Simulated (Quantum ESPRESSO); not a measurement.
# Nd (Im-3m) in Quantum ESPRESSO: notebook, part 2 of 2

Quantum ESPRESSO 7.5.

### Step 3. Single point, LDA+U, collinear spin, ferromagnetic start

Input file pw.in:

```
&CONTROL
  calculation = 'scf'
  prefix = 'pwscf'
  outdir = './tmp'
  pseudo_dir = './pseudo'
  tprnfor = .true.
  tstress = .true.
  disk_io = 'low'
/
&SYSTEM
  ibrav = 0
  nat = 1
  ntyp = 1
  ecutwfc = 55
  ecutrho = 440
  nbnd = 16
  input_dft = 'pz'
  occupations = 'smearing'
  smearing = 'fd'
  degauss = 0.00367493
  nspin = 2
  starting_magnetization(1) = 0.2143
/
&ELECTRONS
  conv_thr = 2d-10
  electron_maxstep = 120
  mixing_beta = 0.3
/
ATOMIC_SPECIES
Nd   144.2420 Nd.paw.z_14.atompaw.wentzcovitch.v1.2.upf
CELL_PARAMETERS angstrom
  -2.0754700287    2.0754700287    2.0754700287
   2.0754700287   -2.0754700287    2.0754700287
   2.0754700287    2.0754700287   -2.0754700287
ATOMIC_POSITIONS crystal
Nd     0.0000000000    0.0000000000    0.0000000000
K_POINTS automatic
9 9 9 0 0 0
HUBBARD {atomic}
U Nd-4f 3.0
```

Input file pp_density.in:

```
&INPUTPP
  prefix = 'pwscf'
  outdir = './tmp'
  filplot = 'density.dat'
  plot_num = 0
/
&PLOT
  nfile = 1
  filepp(1) = 'density.dat'
  iflag = 3
  output_format = 6
  fileout = 'density.cube'
/
```

Input file pp_potential.in:

```
&INPUTPP
  prefix = 'pwscf'
  outdir = './tmp'
  filplot = 'potential.dat'
  plot_num = 11
/
&PLOT
  nfile = 1
  filepp(1) = 'potential.dat'
  iflag = 3
  output_format = 6
  fileout = 'potential.cube'
/
```

Input file pp_spin.in:

```
&INPUTPP
  prefix = 'pwscf'
  outdir = './tmp'
  filplot = 'spin.dat'
  plot_num = 6
/
&PLOT
  nfile = 1
  filepp(1) = 'spin.dat'
  iflag = 3
  output_format = 6
  fileout = 'spin.cube'
/
```

Potentials or basis: SSSP 1.3 efficiency PBE.

Command:

```sh
$ OMP_NUM_THREADS=1 pw.x -in pw.in > pw.out
$ OMP_NUM_THREADS=1 pp.x -in pp_density.in > pp_density.out
$ OMP_NUM_THREADS=1 pp.x -in pp_potential.in > pp_potential.out
$ OMP_NUM_THREADS=1 pp.x -in pp_spin.in > pp_spin.out
```

pw.out:

```text
This program is part of the open-source Quantum ESPRESSO suite
     for quantum simulation of materials; please cite
         "P. Giannozzi et al., J. Phys.:Condens. Matter 21 395502 (2009);
         "P. Giannozzi et al., J. Phys.:Condens. Matter 29 465901 (2017);
         "P. Giannozzi et al., J. Chem. Phys. 152 154105 (2020);
     in publications or presentations arising from this work. More details at

     file Nd.paw.z_14.atompaw.wentzcovitch.v1.2.upf: wavefunction(s)  6S 0P 5D 0D 0F renormalized

     IMPORTANT: XC functional enforced from input :
     Exchange-correlation= PZ
                           (   1   1   0   0   0   0   0)
     Any further DFT definition will be discarded
     Please, verify this is what you really want

     Message from routine setup:
     using ibrav=0 with symmetry is DISCOURAGED, use correct ibrav instead

     G-vector sticks info
     --------------------
     sticks:   dense  smooth     PW     G-vecs:    dense   smooth      PW
     Sum        1523     765    229                37479    13331    2243

     Using Slab Decomposition

     bravais-lattice index     =            0
     lattice parameter (alat)  =       6.7932  a.u.
     unit-cell volume          =     241.3270 (a.u.)^3
     number of atoms/cell      =            1
     number of atomic types    =            1
     number of electrons       =        14.00
     number of Kohn-Sham states=           16
[... 478 lines left out ...]
     occupation matrix ns (before diag.):
       0.002  0.000  0.000  0.000 -0.000  0.000 -0.000
       0.000  0.002  0.000 -0.000 -0.000  0.000 -0.000
       0.000  0.000  0.002  0.000 -0.000 -0.000 -0.000
       0.000 -0.000  0.000  0.002 -0.000 -0.000  0.000
      -0.000 -0.000 -0.000 -0.000  0.001 -0.000 -0.000
       0.000  0.000 -0.000 -0.000 -0.000  0.002  0.000
      -0.000 -0.000 -0.000  0.000 -0.000  0.000  0.002

     Number of occupied Hubbard levels =    3.4672

 ------ SPIN UP ------------

          k = 0.0000 0.0000 0.0000 (  1601 PWs)   bands (ev):

   -26.7104  -7.3502  -7.3502  -7.3502   6.8929   9.4168  10.7093  10.7093
    10.7093  11.0573  11.0573  11.0573  12.3919  12.3919  12.3919  14.6183
[... 168 lines left out ...]
   -26.5011  -8.0531  -8.0288  -8.0288   9.0141   9.2032   9.2764  10.8441
    10.8466  10.8466  11.1046  11.1046  11.1291  15.8361  15.8361  16.6094

 ------ SPIN DOWN ----------

          k = 0.0000 0.0000 0.0000 (  1601 PWs)   bands (ev):

   -25.2078  -6.0964  -6.0964  -6.0964   7.5532  13.2070  13.2070  13.2070
    13.9133  13.9133  13.9133  14.3378  14.3378  14.3378  15.0199  15.3189
[... 168 lines left out ...]
   -24.9794  -6.8453  -6.8182  -6.8182   9.8248   9.8931  13.9624  13.9624
    13.9657  14.3955  14.4771  14.4771  14.4883  16.7938  16.7938  17.5653

     the Fermi energy is    10.8926 ev

!    total energy              =    -523.51689586 Ry
     total all-electron energy =      -523.516896 Ry
     estimated scf accuracy    <          1.1E-10 Ry
     smearing contrib. (-TS)   =      -0.00666977 Ry
     internal energy E=F+TS    =    -523.51022609 Ry

     The total energy is F=E-TS. E is the sum of the following terms:
     one-electron contribution =     -27.17760925 Ry
     hartree contribution      =      24.67886833 Ry
     xc contribution           =     -14.02713591 Ry
     ewald contribution        =     -90.93281967 Ry
     Hubbard energy            =       0.16229661 Ry
     one-center paw contrib.   =    -416.21382620 Ry

     total magnetization       =     4.01 Bohr mag/cell
     absolute magnetization    =     4.01 Bohr mag/cell

     convergence has been achieved in  24 iterations

     Forces acting on atoms (cartesian axes, Ry/au):

     atom    1 type  1   force =     0.00000000    0.00000000    0.00000000

     Total force =     0.000000     Total SCF correction =     0.000000

     Computing stress (Cartesian axis) and pressure

          total   stress  (Ry/bohr**3)                   (kbar)     P=      -55.64
  -0.00037822  -0.00000000  -0.00000000          -55.64       -0.00       -0.00
  -0.00000000  -0.00037822  -0.00000000           -0.00      -55.64       -0.00
  -0.00000000  -0.00000000  -0.00037822           -0.00       -0.00      -55.64

=------------------------------------------------------------------------------=
   JOB DONE.
=------------------------------------------------------------------------------=
```

pp_potential.out:

```text
This program is part of the open-source Quantum ESPRESSO suite
     for quantum simulation of materials; please cite
         "P. Giannozzi et al., J. Phys.:Condens. Matter 21 395502 (2009);
         "P. Giannozzi et al., J. Phys.:Condens. Matter 29 465901 (2017);
         "P. Giannozzi et al., J. Chem. Phys. 152 154105 (2020);
     in publications or presentations arising from this work. More details at

     file Nd.paw.z_14.atompaw.wentzcovitch.v1.2.upf: wavefunction(s)  6S 0P 5D 0D 0F renormalized

     IMPORTANT: XC functional enforced from input :
     Exchange-correlation= PZ
                           (   1   1   0   0   0   0   0)
     Any further DFT definition will be discarded
     Please, verify this is what you really want

     G-vector sticks info
     --------------------
     sticks:   dense  smooth     PW     G-vecs:    dense   smooth      PW
     Sum        1523     765    229                37479    13331    2243

     Using Slab Decomposition

     Calling punch_plot, plot_num =  11
     Writing data to file  potential.dat
     Reading data from file  potential.dat

     Writing data to be plotted to file potential.cube
     Plot Type: 3D                     Output format: Gaussian cube

=------------------------------------------------------------------------------=
   JOB DONE.
=------------------------------------------------------------------------------=
```

Wall time 3.4 min (1 thread of Intel Xeon Platinum 8259CL at 2.50GHz (Skylake/Cascade Lake), shared host); peak memory 0.43 GiB.

Results:

```
Free energy                                           : -7122.8102 eV
Pressure                                              : -5.6 GPa
Band gap on the k mesh                                : none (metal or under the smearing width)
Net moment                                            : 4.01 μB per cell
Absolute moment                                       : 4.01 μB per cell
Site moments                                          : Nd +3.68 μB
Valence electrons inside the program's atomic spheres : Nd 12.43
```

Levels at points of the mesh, in eV from the Fermi level:
Spin up:
```csv
k point,band 7,band 8,band 9,band 10,band 11,band 12
"(0.00, 0.00, 0.00)",-0.18,-0.18,-0.18,0.16,0.16,0.16
```
Spin down:
```tsv
k point	band 1	band 2	band 3	band 4	band 5	band 6	band 7	band 8	band 9	band 10
(0.00, 0.00, 0.00)	-36.10	-16.99	-16.99	-16.99	-3.34	2.31	2.31	2.31	3.02	3.02
```

Eigenvalues of the final occupation matrices:
```csv
site,spin,trace,eigenvalues
Nd 1 4f,1,3.46,0.39 0.39 0.39 0.43 0.43 0.43 0.99
Nd 1 4f,2,0.01,0.00 0.00 0.00 0.00 0.00 0.00 0.00
```

Caveat: the potentials were made for another functional, which shifts forces and pressure; the magnetic or orbital state may not be the lowest; spin-orbit coupling is left out, which moves the levels of the heavy elements. The state reached can hang on the start; a lower one may exist.

### Step 4. Single point, LDA+U, collinear spin, ferromagnetic start

Edit pw.in of step 3 so:

```diff
@@ -39,2 +39,2 @@
 HUBBARD {atomic}
-U Nd-4f 3.0
+U Nd-4f 4.0
```

pp_density.in is that of step 3.

pp_potential.in is that of step 3.

pp_spin.in is that of step 3.

Command:

```sh
$ OMP_NUM_THREADS=1 pw.x -in pw.in > pw.out
$ OMP_NUM_THREADS=1 pp.x -in pp_density.in > pp_density.out
$ OMP_NUM_THREADS=1 pp.x -in pp_potential.in > pp_potential.out
$ OMP_NUM_THREADS=1 pp.x -in pp_spin.in > pp_spin.out
```

Run time: 2.6 min. Hardware: 1 thread of Intel Xeon Platinum 8259CL at 2.50GHz (Skylake/Cascade Lake), shared host; peak memory 0.43 GiB.

Results (log left out):

| Property | Result |
| --- | --- |
| Free energy | -7122.0762 eV |
| Pressure | -5.5 GPa |
| Band gap on the k mesh | none (metal or under the smearing width) |
| Net moment | 3.99 μB per cell |
| Absolute moment | 3.99 μB per cell |
| Site moments | Nd +3.67 μB |
| Valence electrons inside the program's atomic spheres | Nd 12.43 |

Levels at points of the mesh, in eV from the Fermi level:
Spin up:
```
           k point  band 5  band 6  band 7  band 8  band 9  band 10  band 11  band 12  band 13  band 14
(0.00, 0.00, 0.00)   -4.01   -2.09   -0.18   -0.18   -0.18     0.16     0.16     0.16     1.48     1.48
```
Spin down:
```csv
k point,band 1,band 2,band 3,band 4,band 5,band 6,band 7,band 8,band 9,band 10
"(0.00, 0.00, 0.00)",-36.16,-17.04,-17.04,-17.04,-3.35,2.29,2.29,2.29,3.41,3.41
```

Eigenvalues of the final occupation matrices:
```
   site  spin  trace                         eigenvalues
Nd 1 4f     1   3.44  0.39 0.39 0.39 0.42 0.42 0.42 0.99
Nd 1 4f     2   0.01  0.00 0.00 0.00 0.00 0.00 0.00 0.00
```

Caveat: the potentials were made for another functional, which shifts forces and pressure; the magnetic or orbital state may not be the lowest; spin-orbit coupling is left out, which moves the levels of the heavy elements. The state reached can hang on the start; a lower one may exist.

### Step 5. Single point, LDA+U, collinear spin, ferromagnetic start

Edit pw.in of step 4 so:

```diff
@@ -7,3 +7,3 @@
   tstress = .true.
-  disk_io = 'low'
+  disk_io = 'nowf'
 /
@@ -39,2 +39,2 @@
 HUBBARD {atomic}
-U Nd-4f 4.0
+U Nd-4f 5.0
```

Potentials or basis: SSSP 1.3 efficiency PBE.

Command:

```sh
$ OMP_NUM_THREADS=1 pw.x -in pw.in > pw.out
```

pw.out:

```text
This program is part of the open-source Quantum ESPRESSO suite
     for quantum simulation of materials; please cite
         "P. Giannozzi et al., J. Phys.:Condens. Matter 21 395502 (2009);
         "P. Giannozzi et al., J. Phys.:Condens. Matter 29 465901 (2017);
         "P. Giannozzi et al., J. Chem. Phys. 152 154105 (2020);
     in publications or presentations arising from this work. More details at

     file Nd.paw.z_14.atompaw.wentzcovitch.v1.2.upf: wavefunction(s)  6S 0P 5D 0D 0F renormalized

     IMPORTANT: XC functional enforced from input :
     Exchange-correlation= PZ
                           (   1   1   0   0   0   0   0)
     Any further DFT definition will be discarded
     Please, verify this is what you really want

     Message from routine setup:
     using ibrav=0 with symmetry is DISCOURAGED, use correct ibrav instead

[... 671 lines left out ...]

          k = 0.0000 0.0000 0.0000 (  1601 PWs)   bands (ev):

   -25.3216  -6.1866  -6.1866  -6.1866   7.5475  13.1781  13.1781  13.1781
    14.6964  14.6964  14.6964  15.1293  15.1293  15.1293  15.2873  15.8215
[... 168 lines left out ...]
   -25.0955  -6.9272  -6.9003  -6.9003   9.8185   9.8838  14.7081  14.7081
    14.7293  15.1792  15.2616  15.2616  15.2701  16.7994  16.7994  17.5283

     the Fermi energy is    10.9115 ev

!    total energy              =    -523.40927712 Ry
     total all-electron energy =      -523.409277 Ry
     estimated scf accuracy    <          7.8E-11 Ry
     smearing contrib. (-TS)   =      -0.00685334 Ry
     internal energy E=F+TS    =    -523.40242378 Ry

     The total energy is F=E-TS. E is the sum of the following terms:
     one-electron contribution =     -27.10721864 Ry
     hartree contribution      =      24.58757149 Ry
     xc contribution           =     -14.00913589 Ry
     ewald contribution        =     -90.93281967 Ry
     Hubbard energy            =       0.26770502 Ry
     one-center paw contrib.   =    -416.20852610 Ry

     total magnetization       =     3.98 Bohr mag/cell
     absolute magnetization    =     3.98 Bohr mag/cell

     convergence has been achieved in  23 iterations

     Forces acting on atoms (cartesian axes, Ry/au):

     atom    1 type  1   force =     0.00000000    0.00000000    0.00000000

     Total force =     0.000000     Total SCF correction =     0.000000

     Computing stress (Cartesian axis) and pressure

          total   stress  (Ry/bohr**3)                   (kbar)     P=      -55.03
  -0.00037405  -0.00000000  -0.00000000          -55.03       -0.00       -0.00
  -0.00000000  -0.00037405  -0.00000000           -0.00      -55.03       -0.00
  -0.00000000  -0.00000000  -0.00037405           -0.00       -0.00      -55.03

=------------------------------------------------------------------------------=
   JOB DONE.
=------------------------------------------------------------------------------=
```

Run time: 2.8 min. Hardware: 1 thread of Intel Xeon Platinum 8259CL at 2.50GHz (Skylake/Cascade Lake), shared host; peak memory 0.43 GiB.

Results:

```
Free energy                                           : -7121.3460 eV
Pressure                                              : -5.5 GPa
Band gap on the k mesh                                : none (metal or under the smearing width)
Net moment                                            : 3.98 μB per cell
Absolute moment                                       : 3.98 μB per cell
Site moments                                          : Nd +3.66 μB
Valence electrons inside the program's atomic spheres : Nd 12.42
```

Eigenvalues of the final occupation matrices:
```tsv
site	spin	trace	eigenvalues
Nd 1 4f	1	3.42	0.39 0.39 0.39 0.41 0.41 0.41 0.99
Nd 1 4f	2	0.01	0.00 0.00 0.00 0.00 0.00 0.00 0.00
```

Caveat: the potentials were made for another functional, which shifts forces and pressure; the magnetic or orbital state may not be the lowest; spin-orbit coupling is left out, which moves the levels of the heavy elements. The state reached can hang on the start; a lower one may exist.

### Step 6. The runs side by side

```tsv
U	gap on the mesh (eV)	pressure (GPa)	moment (μB)
Nd f U = 2 eV	none	-5.6	4.01
Nd f U = 3 eV	none	-5.6	4.01
Nd f U = 4 eV	none	-5.5	3.99
Nd f U = 5 eV	none	-5.5	3.98
```

Alike in all rows: task single point; level LDA+U; potentials or basis SSSP 1.3 efficiency PBE; spin collinear, ferromagnetic start; cell as given; k mesh 9 × 9 × 9; cutoff (eV) 748; smearing fermi-dirac 0.05 eV.

Every run on the cell as given and a fine mesh finds a metal.

Caveats: the potentials were made for another functional, which shifts forces and pressure; the magnetic or orbital state may not be the lowest; spin-orbit coupling is left out, which moves the levels of the heavy elements.

Total energies depend on the potentials used, so only differences within one code and one set of settings carry meaning.
